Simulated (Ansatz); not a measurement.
Cd, 1 atom in the cell. The structure is cubic, space group Im-3m (No. 229). The conventional cell has a = 3.569 Å, b = 3.569 Å, c = 3.569 Å, α = 90.00°, β = 90.00°, γ = 90.00°. Cd (site symmetry m-3m) has 8 Cd at 3.09 Å as nearest neighbours. This isn't the form of Cd at room conditions, which is hcp.

- Program: Ansatz 0.2.0
- Task: projected density of states
- Functional: HSE06
- Potentials or basis: Ansatz PAW
- Cutoff: 420 eV (not typed: the program's choice for these potentials)
- k mesh: 6 × 6 × 6
- Occupations: fermi-dirac, width 0.05 eV
- Spin: no spin polarisation

Potentials or basis: Ansatz PAW.

Launch:

```console
$ ansatz run input.yaml --threads 2 --pin off --max-ram 5632MiB --backend cpu --events-out ev --progress --plain --runs-dir out
```

Hardware: 2 threads of Arm Neoverse V2, with other jobs on the host.

Q: Estimate the wall time of this run.

A: Wall time 5.4 s on 2 threads of Arm Neoverse V2, with other jobs on the host, peak memory 0.61 GiB. Counts: scf iterations 14, plane waves 429, k points 16, bands 16.
